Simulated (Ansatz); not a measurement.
**TiAl$_{3}$: a sublattice moved along a line**

Computed with Ansatz 0.2.0, DFT PBEsol, scalar-relativistic, plane waves, PAW. The runs took a 420 eV cutoff, a Γ-centred 18×18×18 mesh and Gaussian smearing (0.15 eV). No spin polarisation. Energies are free energies at this smearing, counted from the undisturbed cell; pressure is positive in compression.

The starting cell (relaxed at this level):

```
Ti Al
1.0
    -1.90777    1.90777    4.27700
     1.90777   -1.90777    4.27700
     1.90777    1.90777   -4.27700
Ti Al
1 3
Direct
  0.00000 0.00000 0.00000
  0.50000 0.50000 0.00000
  0.75000 0.25000 0.50000
  0.25000 0.75000 0.50000
```

Every Al atom is moved by x along the Cartesian unit vector (0.707, 0.707, 0.000); the cell and all other atoms stay fixed. The cell is metallic on the mesh throughout.

| x (Å) | ΔE (meV/cell) | force along x on the moved atoms (eV/Å) | pressure (GPa) |
| --- | --- | --- | --- |
| -0.5000 | 1445.6 | 6.49 | 8.1 |
| -0.2500 | ? | 2.72 | ? |
| 0.0000 | 0.0 | 0.00 | 0.0 |
| 0.3750 | 770.5 | -4.40 | 4.6 |

(1) Give the withheld values.

Results:

(1) ΔE (meV/cell) at x (Å) = -0.2500: 329.4; pressure (GPa) at x (Å) = -0.2500: 2.0.